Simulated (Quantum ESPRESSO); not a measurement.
# Al (Fm-3m) in Quantum ESPRESSO: equation of state

Aim: energy against volume of Al in PBE, for its equilibrium volume and stiffness.

Program: Quantum ESPRESSO 7.5. These are calculated values, not measurements. Logs are shortened: lines on timing, memory, paths and dates and some standing lists are left out, and cuts for length are marked.

**Experimental background.**

From “The interpretation of polycrystalline coherent inelastic neutron scattering from aluminium”, 2013, pmc:3831299, for a bulk crystal of Al: bulk modulus 76.9 GPa.

The results are compared with them further down.

## 1. Starting point

It takes space group Fm-3m (No. 225, cubic). Conventional cell: a = 4.050 Å, b = 4.050 Å, c = 4.050 Å, α = 90.00°, β = 90.00°, γ = 90.00°. Around Al (site symmetry m-3m) lie 12 Al at 2.86 Å.

## 2. Single point, PBE, 15.61 Å³/atom

Contents of pw.in:

```
&CONTROL
  calculation = 'scf'
  prefix = 'pwscf'
  outdir = './tmp'
  pseudo_dir = './pseudo'
  tprnfor = .true.
  tstress = .true.
  disk_io = 'nowf'
/
&SYSTEM
  ibrav = 0
  nat = 1
  ntyp = 1
  ecutwfc = 55
  ecutrho = 440
  nbnd = 6
  occupations = 'smearing'
  smearing = 'fd'
  degauss = 0.00367493
/
&ELECTRONS
  conv_thr = 2d-10
  electron_maxstep = 120
  mixing_beta = 0.5
/
ATOMIC_SPECIES
Al    26.9815 Al.pbe-n-kjpaw_psl.1.0.0.UPF
CELL_PARAMETERS angstrom
   0.0000000000    1.9834708509    1.9834708509
   1.9834708509    0.0000000000    1.9834708509
   1.9834708509    1.9834708509    0.0000000000
ATOMIC_POSITIONS crystal
Al     0.0000000000    0.0000000000    0.0000000000
K_POINTS automatic
11 11 11 0 0 0
```

Potentials or basis: SSSP 1.3 efficiency PBE.

On the command line:

```bash
OMP_NUM_THREADS=1 pw.x -in pw.in > pw.out
```

pw.out:

```text
This program is part of the open-source Quantum ESPRESSO suite
     for quantum simulation of materials; please cite
         "P. Giannozzi et al., J. Phys.:Condens. Matter 21 395502 (2009);
         "P. Giannozzi et al., J. Phys.:Condens. Matter 29 465901 (2017);
         "P. Giannozzi et al., J. Chem. Phys. 152 154105 (2020);
     in publications or presentations arising from this work. More details at

     file Al.pbe-n-kjpaw_psl.1.0.0.UPF: wavefunction(s)  3S 3P renormalized
     Message from routine setup:
     using ibrav=0 with symmetry is DISCOURAGED, use correct ibrav instead

     G-vector sticks info
     --------------------
     sticks:   dense  smooth     PW     G-vecs:    dense   smooth      PW
     Sum         847     433    139                16361     5817    1067

     Using Slab Decomposition

     bravais-lattice index     =            0
     lattice parameter (alat)  =       5.3008  a.u.
     unit-cell volume          =     105.3184 (a.u.)^3
     number of atoms/cell      =            1
     number of atomic types    =            1
     number of electrons       =         3.00
     number of Kohn-Sham states=            6
     kinetic-energy cutoff     =      55.0000  Ry
     charge density cutoff     =     440.0000  Ry
     scf convergence threshold =      2.0E-10
     mixing beta               =       0.5000
     number of iterations used =            8  plain     mixing
     Exchange-correlation= SLA  PW   PBX  PBC
                           (   1   4   3   4   0   0   0)

     celldm(1)=   5.300779  celldm(2)=   0.000000  celldm(3)=   0.000000
     celldm(4)=   0.000000  celldm(5)=   0.000000  celldm(6)=   0.000000

     crystal axes: (cart. coord. in units of alat)
               a(1) = (   0.000000   0.707107   0.707107 )
               a(2) = (   0.707107   0.000000   0.707107 )
               a(3) = (   0.707107   0.707107   0.000000 )

     reciprocal axes: (cart. coord. in units 2 pi/alat)
               b(1) = ( -0.707107  0.707107  0.707107 )
               b(2) = (  0.707107 -0.707107  0.707107 )
               b(3) = (  0.707107  0.707107 -0.707107 )

     PseudoPot. # 1 for Al read from file:
     Al.pbe-n-kjpaw_psl.1.0.0.UPF
     Pseudo is Projector augmented-wave + core cor, Zval =  3.0
     Generated using "atomic" code by A. Dal Corso  v.5.1
     Shape of augmentation charge: PSQ
     Using radial grid of 1135 points,  6 beta functions with:
                l(1) =   0
                l(2) =   0
                l(3) =   1
                l(4) =   1
                l(5) =   2
                l(6) =   2
     Q(r) pseudized with 0 coefficients

     atomic species   valence    mass     pseudopotential
     Al                3.00    26.98150     Al( 1.00)

     48 Sym. Ops., with inversion, found

   Cartesian axes

     site n.     atom                  positions (alat units)
         1        Al     tau(   1) = (   0.0000000   0.0000000   0.0000000  )

     number of k points=    56  Fermi-Dirac smearing, width (Ry)=  0.0037
                       cart. coord. in units 2pi/alat
        k(    1) = (   0.0000000   0.0000000   0.0000000), wk =   0.0015026
        k(    2) = (   0.0642824   0.0642824  -0.0642824), wk =   0.0120210
        k(    3) = (   0.1285649   0.1285649  -0.1285649), wk =   0.0120210
        k(    4) = (   0.1928473   0.1928473  -0.1928473), wk =   0.0120210
        k(    5) = (   0.2571297   0.2571297  -0.2571297), wk =   0.0120210
        k(    6) = (   0.3214122   0.3214122  -0.3214122), wk =   0.0120210
[... 48 lines left out ...]
        k(   55) = (  -0.0642824  -0.4499770   0.7071068), wk =   0.0360631
        k(   56) = (   0.0000000  -0.3856946   0.6428243), wk =   0.0360631

     Dense  grid:    16361 G-vectors     FFT dimensions: (  36,  36,  36)

     Smooth grid:     5817 G-vectors     FFT dimensions: (  25,  25,  25)

     Initial potential from superposition of free atoms

     starting charge       2.9977, renormalised to       3.0000
     Starting wfcs are    4 randomized atomic wfcs +    2 random wfcs

     Self-consistent Calculation

     iteration #  1     ecut=    55.00 Ry     beta= 0.50
     Davidson diagonalization with overlap
     ethr =  1.00E-02,  avg # of iterations =  6.0

     Threshold (ethr) on eigenvalues was too large:
     Diagonalizing with lowered threshold

     Davidson diagonalization with overlap
     ethr =  1.80E-04,  avg # of iterations =  3.4

     total energy              =     -39.50278894 Ry
     estimated scf accuracy    <       0.00532586 Ry

     iteration #  2     ecut=    55.00 Ry     beta= 0.50
     Davidson diagonalization with overlap
     ethr =  1.78E-04,  avg # of iterations =  1.0

     total energy              =     -39.50251264 Ry
     estimated scf accuracy    <       0.00123463 Ry

     iteration #  3     ecut=    55.00 Ry     beta= 0.50
     Davidson diagonalization with overlap
     ethr =  4.12E-05,  avg # of iterations =  1.4

     total energy              =     -39.50252921 Ry
     estimated scf accuracy    <       0.00000143 Ry

     iteration #  4     ecut=    55.00 Ry     beta= 0.50
     Davidson diagonalization with overlap
     ethr =  4.76E-08,  avg # of iterations =  4.8

     total energy              =     -39.50253001 Ry
     estimated scf accuracy    <       0.00000001 Ry

     iteration #  5     ecut=    55.00 Ry     beta= 0.50
     Davidson diagonalization with overlap
     ethr =  4.78E-10,  avg # of iterations =  1.8

     End of self-consistent calculation

          k = 0.0000 0.0000 0.0000 (   725 PWs)   bands (ev):

    -3.0364  21.4165  21.4165  23.3483  23.3483  23.3483

          k = 0.0643 0.0643-0.0643 (   728 PWs)   bands (ev):

    -2.8033  18.5011  20.8523  20.8523  23.8943  24.2739

          k = 0.1286 0.1286-0.1286 (   718 PWs)   bands (ev):

    -2.1064  14.7361  20.1435  20.1435  23.6074  25.0427

          k = 0.1928 0.1928-0.1928 (   727 PWs)   bands (ev):

    -0.9529  11.1906  19.7378  19.7378  23.3637  23.3717

          k = 0.2571 0.2571-0.2571 (   742 PWs)   bands (ev):

     0.6454   7.9768  19.6946  19.6946  21.8970  21.8970

          k = 0.3214 0.3214-0.3214 (   724 PWs)   bands (ev):

     2.6683   5.1422  20.0154  20.0154  20.8050  20.8050

          k = 0.1286 0.0000-0.0000 (   729 PWs)   bands (ev):

    -2.7257  19.5910  19.5910  19.7429  22.6518  25.3922

          k = 0.1928 0.0643-0.0643 (   722 PWs)   bands (ev):

    -2.1836  16.0960  18.6529  19.9692  22.9972  23.2692

          k = 0.2571 0.1286-0.1286 (   725 PWs)   bands (ev):

    -1.1828  12.5046  18.0877  19.6394  21.0809  25.0625

          k = 0.3214 0.1928-0.1928 (   735 PWs)   bands (ev):

     0.2665   9.1915  17.9064  19.1858  19.7480  24.4457

          k = 0.3857 0.2571-0.2571 (   730 PWs)   bands (ev):

     2.1483   6.2340  18.0340  18.1138  19.8654  23.2311

          k =-0.2571-0.3857 0.3857 (   727 PWs)   bands (ev):

     3.6084   4.5038  17.1651  18.7135  20.4983  22.3792

          k =-0.1928-0.3214 0.3214 (   736 PWs)   bands (ev):

     1.4745   7.1753  16.6933  19.7081  21.5368  21.9016

          k =-0.1286-0.2571 0.2571 (   731 PWs)   bands (ev):

    -0.2656  10.2514  16.6314  21.0933  21.7904  22.9481

          k =-0.0643-0.1928 0.1928 (   728 PWs)   bands (ev):

    -1.5669  13.6421  16.9991  21.9872  22.8339  24.6051

          k =-0.0000-0.1286 0.1286 (   719 PWs)   bands (ev):

    -2.4157  16.9367  18.0937  22.0233  23.7093  24.6345

          k = 0.2571 0.0000-0.0000 (   717 PWs)   bands (ev):

    -1.7978  17.4784  17.5502  17.5502  20.5204  21.2517

          k = 0.3214 0.0643-0.0643 (   721 PWs)   bands (ev):

    -0.9530  14.1359  16.8395  17.9957  18.5130  21.6922

          k = 0.3857 0.1286-0.1286 (   726 PWs)   bands (ev):

     0.3419  10.7930  16.4359  16.5208  18.2310  23.8243

          k = 0.4500 0.1928-0.1928 (   722 PWs)   bands (ev):

     2.0725   7.7442  15.0054  16.5942  18.3846  26.0493

          k =-0.1928-0.4500 0.4500 (   724 PWs)   bands (ev):

     4.1880   5.0939  13.9739  17.0613  18.9293  25.0947

          k =-0.1286-0.3857 0.3857 (   727 PWs)   bands (ev):

     2.7441   6.7921  13.3700  17.9241  19.8845  24.4956

          k =-0.0643-0.3214 0.3214 (   736 PWs)   bands (ev):

     0.8718   9.6658  13.2439  19.1826  21.2304  24.2302

          k = 0.0000-0.2571 0.2571 (   732 PWs)   bands (ev):

    -0.5707  12.4019  14.0347  20.8281  22.9072  23.8333

          k = 0.3857 0.0000-0.0000 (   721 PWs)   bands (ev):

    -0.2660  15.6762  15.8872  15.9901  15.9901  19.8071

          k = 0.4500 0.0643-0.0643 (   724 PWs)   bands (ev):

     0.8703  12.6924  13.8907  15.5360  16.7800  20.4685

          k = 0.5143 0.1286-0.1286 (   724 PWs)   bands (ev):

     2.4421   9.6288  12.2820  15.4754  17.0637  22.8708

          k =-0.1286-0.5143 0.5143 (   721 PWs)   bands (ev):

     4.4189   6.8710  11.0966  15.8084  17.5338  25.8725

          k =-0.0643-0.4500 0.4500 (   720 PWs)   bands (ev):

     4.4359   6.7929  10.3969  16.5363  18.3869  27.4647

          k =-0.0000-0.3857 0.3857 (   724 PWs)   bands (ev):

     2.4470   8.9801  10.6658  17.6612  19.6364  26.8040

          k = 0.5143 0.0000-0.0000 (   717 PWs)   bands (ev):

     1.8444  11.6619  14.4545  14.9482  14.9482  18.7363

          k = 0.5785 0.0643-0.0643 (   726 PWs)   bands (ev):

     3.2470   9.8720  11.8944  14.7543  15.8998  19.6795

          k =-0.0643-0.5785 0.5785 (   721 PWs)   bands (ev):

     5.0249   8.4515   9.2437  14.9536  16.4691  22.3701

          k =-0.0000-0.5143 0.5143 (   724 PWs)   bands (ev):

     6.5011   6.7069   8.3590  15.5468  17.2417  25.6564

          k = 0.6428-0.0000 0.0000 (   732 PWs)   bands (ev):

     4.4453   7.9977  13.8399  14.4278  14.4278  18.1706

          k =-0.0000-0.6428 0.6428 (   724 PWs)   bands (ev):

     5.5745   7.0232  11.5983  14.4941  15.6051  19.4087

          k = 0.2571 0.1286 0.0000 (   717 PWs)   bands (ev):

    -1.4900  14.6815  16.0808  20.8327  20.8357  22.9588

          k = 0.3214 0.1928-0.0643 (   725 PWs)   bands (ev):

    -0.3419  11.6602  15.1363  18.8922  21.1500  24.4600

          k = 0.3857 0.2571-0.1286 (   723 PWs)   bands (ev):

     1.2485   8.5259  15.0003  17.3357  21.2530  23.5817

          k =-0.2571-0.3857 0.5143 (   727 PWs)   bands (ev):

     3.2595   5.7219  15.2719  16.2276  21.6456  22.4536

          k = 0.3857 0.1286-0.0000 (   727 PWs)   bands (ev):

     0.0382  12.9731  14.4242  16.2873  19.2478  21.6578

          k = 0.4500 0.1928-0.0643 (   727 PWs)   bands (ev):

     1.4729  10.2255  13.6333  14.6482  19.8755  23.4810

          k =-0.1928-0.4500 0.5785 (   729 PWs)   bands (ev):

     3.3322   7.3657  13.0192  14.0838  20.2729  25.2845

          k =-0.1286-0.3857 0.5143 (   721 PWs)   bands (ev):

     4.7709   5.6609  12.2084  14.6109  20.9605  24.4992

          k =-0.0643-0.3214 0.4500 (   716 PWs)   bands (ev):

     2.6694   8.2279  11.8167  15.6298  22.0072  23.9228

          k = 0.0000-0.2571 0.3857 (   726 PWs)   bands (ev):

     0.9470  10.6901  12.3602  17.0691  23.1457  23.3625

          k = 0.5143 0.1286 0.0000 (   723 PWs)   bands (ev):

     2.1436  11.8295  11.8730  13.5281  18.1433  20.6705

          k =-0.1286-0.5143 0.6428 (   728 PWs)   bands (ev):

     3.8367   9.3206  10.5102  13.0305  19.0578  22.7704

          k =-0.0643-0.4500 0.5785 (   722 PWs)   bands (ev):

     5.8671   6.7892   9.5204  13.4308  19.7404  25.8009

          k = 0.0000-0.3857 0.5143 (   724 PWs)   bands (ev):

     4.5091   7.8422   9.4882  14.3165  20.7063  26.5518

          k =-0.0643-0.5785 0.7071 (   722 PWs)   bands (ev):

     4.7359   8.2795  11.2568  12.9126  17.5856  20.1492

          k =-0.0000-0.5143 0.6428 (   729 PWs)   bands (ev):

     6.1403   7.5722   9.1585  12.7268  18.7807  22.5232

          k =-0.1928-0.4500 0.7071 (   727 PWs)   bands (ev):

     3.0369   9.5493  11.1271  13.0181  22.1150  23.9302

          k =-0.1286-0.3857 0.6428 (   725 PWs)   bands (ev):

     5.0034   7.3627  10.7810  11.9351  23.1588  24.0735

          k =-0.0643-0.4500 0.7071 (   724 PWs)   bands (ev):

     5.6031   8.9792   9.0426  10.9028  21.5726  23.5583

          k = 0.0000-0.3857 0.6428 (   725 PWs)   bands (ev):

     7.0150   7.2741   8.8079  10.8816  22.9251  25.9668

     the Fermi energy is     8.4922 ev

!    total energy              =     -39.50253001 Ry
     total all-electron energy =      -485.645312 Ry
     estimated scf accuracy    <          9.4E-11 Ry
     smearing contrib. (-TS)   =      -0.00028727 Ry
     internal energy E=F+TS    =     -39.50224275 Ry

     The total energy is F=E-TS. E is the sum of the following terms:
     one-electron contribution =       3.30181075 Ry
     hartree contribution      =       0.00621266 Ry
     xc contribution           =      -2.62118798 Ry
     ewald contribution        =      -5.50445214 Ry
     one-center paw contrib.   =     -34.68462605 Ry

     convergence has been achieved in   5 iterations

     Forces acting on atoms (cartesian axes, Ry/au):

     atom    1 type  1   force =     0.00000000    0.00000000    0.00000000

     Total force =     0.000000     Total SCF correction =     0.000000

     Computing stress (Cartesian axis) and pressure

          total   stress  (Ry/bohr**3)                   (kbar)     P=       50.02
   0.00034006  -0.00000000   0.00000000           50.02       -0.00        0.00
  -0.00000000   0.00034006  -0.00000000           -0.00       50.02       -0.00
   0.00000000  -0.00000000   0.00034006            0.00       -0.00       50.02

=------------------------------------------------------------------------------=
   JOB DONE.
=------------------------------------------------------------------------------=
```

Run time: 4.1 s. Hardware: 1 thread of Arm Neoverse V2, shared host; peak memory 0.08 GiB.

What came out:

```yaml
Free_energy: -537.4593 eV
Pressure: 5.0 GPa
Band_gap_on_the_k_mesh: none (metal or under the smearing width)
```

## 3. Single point, PBE, 15.94 Å³/atom

Changes to pw.in since step 2:

```diff
@@ -28,5 +28,5 @@
 CELL_PARAMETERS angstrom
-   0.0000000000    1.9834708509    1.9834708509
-   1.9834708509    0.0000000000    1.9834708509
-   1.9834708509    1.9834708509    0.0000000000
+   0.0000000000    1.9974394157    1.9974394157
+   1.9974394157    0.0000000000    1.9974394157
+   1.9974394157    1.9974394157    0.0000000000
 ATOMIC_POSITIONS crystal
```

Potentials or basis: SSSP 1.3 efficiency PBE.

On the command line:

```bash
OMP_NUM_THREADS=1 pw.x -in pw.in > pw.out
```

It took 4.2 s on 1 thread of Arm Neoverse V2, shared host; peak memory 0.09 GiB.

The run converged. Its results:

```yaml
Free_energy: -537.4675 eV
Pressure: 3.0 GPa
Band_gap_on_the_k_mesh: none (metal or under the smearing width)
```

## 4. Single point, PBE, 16.27 Å³/atom

Changes to pw.in since step 3:

```diff
@@ -28,5 +28,5 @@
 CELL_PARAMETERS angstrom
-   0.0000000000    1.9974394157    1.9974394157
-   1.9974394157    0.0000000000    1.9974394157
-   1.9974394157    1.9974394157    0.0000000000
+   0.0000000000    2.0112152952    2.0112152952
+   2.0112152952    0.0000000000    2.0112152952
+   2.0112152952    2.0112152952    0.0000000000
 ATOMIC_POSITIONS crystal
```

On the command line:

```bash
OMP_NUM_THREADS=1 pw.x -in pw.in > pw.out
```

Run time: 4.3 s. Hardware: 1 thread of Arm Neoverse V2, shared host; peak memory 0.09 GiB.

It converged, with:

```
Free energy            : -537.4718 eV
Pressure               : 1.1 GPa
Band gap on the k mesh : none (metal or under the smearing width)
```

## 5. Single point, PBE, 16.60 Å³/atom

Changes to pw.in since step 4:

```diff
@@ -28,5 +28,5 @@
 CELL_PARAMETERS angstrom
-   0.0000000000    2.0112152952    2.0112152952
-   2.0112152952    0.0000000000    2.0112152952
-   2.0112152952    2.0112152952    0.0000000000
+   0.0000000000    2.0248050000    2.0248050000
+   2.0248050000    0.0000000000    2.0248050000
+   2.0248050000    2.0248050000    0.0000000000
 ATOMIC_POSITIONS crystal
```

On the command line:

```bash
OMP_NUM_THREADS=1 pw.x -in pw.in > pw.out
```

Wall time 4.3 s (1 thread of Arm Neoverse V2, shared host); peak memory 0.09 GiB.

It converged, with:

```
Free energy            : -537.4724 eV
Pressure               : -0.5 GPa
Band gap on the k mesh : none (metal or under the smearing width)
```

## 6. Single point, PBE, 16.93 Å³/atom

Changes to pw.in since step 5:

```diff
@@ -28,5 +28,5 @@
 CELL_PARAMETERS angstrom
-   0.0000000000    2.0248050000    2.0248050000
-   2.0248050000    0.0000000000    2.0248050000
-   2.0248050000    2.0248050000    0.0000000000
+   0.0000000000    2.0382146954    2.0382146954
+   2.0382146954    0.0000000000    2.0382146954
+   2.0382146954    2.0382146954    0.0000000000
 ATOMIC_POSITIONS crystal
```

Potentials or basis: SSSP 1.3 efficiency PBE.

On the command line:

```bash
OMP_NUM_THREADS=1 pw.x -in pw.in > pw.out
```

Wall time 4.3 s (1 thread of Arm Neoverse V2, shared host); peak memory 0.09 GiB.

Results (log left out):

```
Free energy            : -537.4699 eV
Pressure               : -2.0 GPa
Band gap on the k mesh : none (metal or under the smearing width)
```

## 7. Single point, PBE, 17.27 Å³/atom

Changes to pw.in since step 6:

```diff
@@ -28,5 +28,5 @@
 CELL_PARAMETERS angstrom
-   0.0000000000    2.0382146954    2.0382146954
-   2.0382146954    0.0000000000    2.0382146954
-   2.0382146954    2.0382146954    0.0000000000
+   0.0000000000    2.0514502267    2.0514502267
+   2.0514502267    0.0000000000    2.0514502267
+   2.0514502267    2.0514502267    0.0000000000
 ATOMIC_POSITIONS crystal
```

On the command line:

```bash
OMP_NUM_THREADS=1 pw.x -in pw.in > pw.out
```

Run time: 4.4 s. Hardware: 1 thread of Arm Neoverse V2, shared host; peak memory 0.09 GiB.

Results (log left out):

```
Free energy            : -537.4645 eV
Pressure               : -3.3 GPa
Band gap on the k mesh : none (metal or under the smearing width)
```

## 8. Single point, PBE, 17.60 Å³/atom

Changes to pw.in since step 7:

```diff
@@ -28,5 +28,5 @@
 CELL_PARAMETERS angstrom
-   0.0000000000    2.0514502267    2.0514502267
-   2.0514502267    0.0000000000    2.0514502267
-   2.0514502267    2.0514502267    0.0000000000
+   0.0000000000    2.0645171409    2.0645171409
+   2.0645171409    0.0000000000    2.0645171409
+   2.0645171409    2.0645171409    0.0000000000
 ATOMIC_POSITIONS crystal
```

On the command line:

```bash
OMP_NUM_THREADS=1 pw.x -in pw.in > pw.out
```

Run time: 5.4 s. Hardware: 1 thread of Arm Neoverse V2, shared host; peak memory 0.09 GiB.

The run converged. Its results:

| Quantity | Value |
| --- | --- |
| Free energy | -537.4565 eV |
| Pressure | -4.4 GPa |
| Band gap on the k mesh | none (metal or under the smearing width) |

## 9. Equation of state, PBE

Potentials or basis: SSSP 1.3 efficiency PBE.

No new run: the results of the series are fitted here.

What came out:

```
Equilibrium volume                      : 16.50 Å³/atom
Bulk modulus                            : 79 GPa
Pressure derivative of the bulk modulus : 4.5
```

Energy against volume, from the lowest point:
| volume (Å³/atom) | energy (meV/atom) |
| --- | --- |
| 15.607 | 13.13 |
| 15.939 | 4.90 |
| 16.271 | 0.66 |
| 16.603 | 0.00 |
| 16.935 | 2.55 |
| 17.267 | 7.97 |
| 17.599 | 15.94 |

## 10. How close it comes

Step 9. Against the measured bulk modulus of Al, 76.9 GPa (quoted in “The interpretation of polycrystalline coherent inelastic neutron scattering from aluminium”, 2013, pmc:3831299), the calculated 79 GPa is off by +3.2 %. The fit is for a static lattice scaled at fixed shape and fixed fractional positions. The cell as given is a measured one (16.60 Å³/atom); PBE puts the equilibrium volume -0.6 % from it, thermal expansion not counted.
